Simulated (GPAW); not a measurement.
This GPAW 26.7.0 run on Si2Mo needs a look.

File run.py:

```python
import numpy as np
from ase.dft.bandgap import bandgap
from ase.io import read, write
from gpaw import GPAW, PW
from gpaw.response.df import DielectricFunction

atoms = read('POSCAR')

calc = GPAW(mode=PW(500),
            xc='LDA',
            kpts={'size': (6, 6, 6), 'gamma': True},
            occupations={'name': 'fermi-dirac', 'width': 0.001},
            setups={'Mo': ':d,7.0'},
            nbands=23,
            convergence={'density': 1e-06},
            maxiter=50,
            txt='gpaw.txt')
atoms.calc = calc
energy = atoms.get_potential_energy()
calc.write('gs.gpw')
write('result.traj', atoms)
print(f'Energy: {energy:.6f} eV')
print('Fermi level:', round(calc.get_fermi_level(), 4), 'eV')
print(f'Gap: {bandgap(calc)[0]:.4f} eV, direct: {bandgap(calc, direct=True)[0]:.4f} eV')

dense = calc.fixed_density(kpts={'size': (7, 7, 7), 'gamma': True},
                           nbands=18, convergence={'bands': 12, 'eigenstates': 1e-7},
                           update_fermi_level=True, txt='dense.txt')
dense.write('dense.gpw', mode='all')

df = DielectricFunction('dense.gpw', frequencies={'type': 'nonlinear', 'domega0': 0.1, 'omega2': 10},
                        eta=0.1, ecut=70, nbands=12, txt='df.txt')
for i, q_c in enumerate([[0.1428571429, 0.1428571429, 0.1428571429], [0.4285714286, 0.4285714286, 0.4285714286]]):
    eels0, eels = df.get_eels_spectrum(xc='RPA', q_c=q_c, filename=f'eels_{i}.csv')
    q = np.linalg.norm(2 * np.pi * np.array(q_c) @ atoms.cell.reciprocal())
    w = df.get_frequencies()
    print(f'|q| = {q:.4f} 1/A: loss peak at {w[eels[w < 45].argmax()]:.3f} eV (below 45 eV)')
```

The input POSCAR:

```
Si2Mo
1.0
   -1.6000000000      1.6000000000      3.9305000000
    1.6000000000     -1.6000000000      3.9305000000
    1.6000000000      1.6000000000     -3.9305000000
Mo Si
1 2
Direct
    0.0000000000      0.0000000000      0.0000000000
    0.6670000000      0.6670000000      0.0000000000
    0.3330000000      0.3330000000      0.0000000000
```

Potentials or basis: the program's PAW data sets (release 1.2.1) made for this functional, pw.

Command:

```bash
$ OMP_NUM_THREADS=1 python run.py
```

gpaw.txt:

```text
__  _  _
 | _ |_)|_||  |
 |__||  | ||/\| - 26.7.0

Input parameters:
  mode=PW(ecut=500.0),
  convergence={'density': 1e-06},
  kpts=MonkhorstPack(size=(6, 6, 6), gamma=True),
  maxiter=50,
  nbands=23,
  occupations=Occupations(name='fermi-dirac', width=0.001),
  setups={'Mo': ':d,7.0'},
  xc=XC(name='LDA')

Diagonalizing LCAO Hamiltonian
Converting LCAO to pw mode

       Si

       Si

       Mo

Atoms  # Å, Bohr magnetons
|   | symbol |         x |         y |        z |    initial magnetic moments |
|---|--------|-----------|-----------|----------|-----------------------------|
| 0 |     Mo |  0.000000 |  0.000000 | 0.000000 | ( 0.0000,  0.0000,  0.0000) |
| 1 |     Si | -0.000000 |  0.000000 | 5.243287 | ( 0.0000,  0.0000,  0.0000) |
| 2 |     Si |  0.000000 | -0.000000 | 2.617713 | ( 0.0000,  0.0000,  0.0000) |

[... 151 lines left out ...]

xc functional:
  name: None

convergence criteria:
- Maximum integral of absolute [dens]ity change: 1e-06 electrons / valence electron
- Maximum [total energy] change in last 3 cyles: 0.0005 eV / valence electron
- Maximum integral of absolute [eigenst]ate change: 4e-08 eV^2 / valence electron
maximum number of iterations: 50

SCF iterations
|iter     | |      energy | eigst |  dens |
|---------|-|-------------|-------|-------|
|iter:   1| |  -18.492465 | +0.44 |       |
|iter:   2| |  -18.170337 | -2.01 | -0.99 |
|iter:   3| |  -17.572674 | -1.33 | -1.05 |
|iter:   4| |  -17.669914 | -2.65 | -1.50 |
|iter:   5| |  -17.834303 | -2.91 | -1.76 |
|iter:   6| |  -17.924180 | -3.06 | -2.15 |
|iter:   7| |  -17.954733 | -3.30 | -2.37 |
|iter:   8| |  -17.962294 | -3.70 | -2.66 |
|iter:   9| |  -17.962716c| -5.03 | -3.22 |
|iter:  10| |  -17.962828c| -4.91 | -3.48 |
|iter:  11| |  -17.962891c| -5.62 | -3.75 |
|iter:  12| |  -17.962891c| -7.70c| -4.54 |
|iter:  13| |  -17.962891c| -7.92c| -4.96 |
|iter:  14| |  -17.962891c| -7.70c| -5.37 |
|iter:  15| |  -17.962891c| -7.94c| -5.65 |
|iter:  16| |  -17.962891c| -8.71c| -6.08c|

Converged in 16 steps
Energy contributions relative to reference atoms: (reference = -125737.239404)

Energy contributions:
  Kinetic:           7.576029
  Coulomb:          -6.289116
  Zero:             -0.398857
  External:          0.000000
  Xc:              -18.850947
  Entropy:          -0.000000
  Spinorbit:         0.000000
  ----------------------------
  Free energy:     -17.962891
  Extrapolated:    -17.962891

dipole moment: (-12.907188, -12.907188, 2.486195)  # |e|*Ang

Fermi level: 11.167
[... 28 lines left out ...]
# Writing to gs.gpw (mode='')
```

On the terminal:

```text
Energy: -17.962891 eV
Fermi level: 11.167 eV
[... 1 line left out ...]
|q| = 0.8256 1/A: loss peak at 11.092 eV (below 45 eV)
|q| = 2.4768 1/A: loss peak at 36.939 eV (below 45 eV)
```

How did it end, and where is the flaw?

The calculation finished and met its thresholds. The input holds a flaw that was put in on purpose: far too few empty bands in the response. The program doesn't stop on it, so the numbers can't be trusted though the run ends normally.
